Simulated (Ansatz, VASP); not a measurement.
One calculation of PbO (Litharge), two programs

```xyz
4
Lattice="3.9085 0.0000 0.0000 0.0000 3.9085 0.0000 0.0000 0.0000 4.9077" Properties=species:S:1:pos:R:3 pbc="T T T"
Pb    1.9543    0.0000    3.7299
Pb    0.0000    1.9543    1.1779
O     1.9543    1.9543    0.0000
O     0.0000    0.0000    0.0000
```

Change from the starting cell: volume scaled by 0.94.

Alike in both runs: task single point; functional PBE; k mesh 7 × 7 × 6; occupations fermi-dirac, width 0.05 eV; no spin polarisation.

```csv
,VASP,Ansatz
version,VASP 6.6.1,Ansatz 0.2.0
potentials or method,"VASP PAW PBE potentials, release 64 (Pb_d, O), cutoff 520 eV","all-electron LAPW, scalar-relativistic"
```

Ansatz gave:

```
gap on the k mesh at the Fermi level (eV)       : 1.30
least direct gap on the mesh (eV)               : 2.47
pressure (GPa)                                  : 9.2
largest component of the traceless stress (GPa) : 1.48
rms of the force components (eV/Å)              : 0.354
```

Question: Estimate VASP's values.

Answer: gap on the k mesh at the Fermi level (eV): 1.31; least direct gap on the mesh (eV): 2.45; pressure (GPa): 9.3; largest component of the traceless stress (GPa): 1.48; rms of the force components (eV/Å): 0.373.

Atom by atom the forces differ by 0.019 eV/Å (rms over components). Ansatz ran all-electron here, so the differences hold the error of VASP's frozen core and of both bases.

Caveats: spin-orbit coupling is left out, which as a rule narrows the gap of such compounds by several tenths of an eV; an odd mesh through Γ misses points on the zone boundary, where band edges often lie.
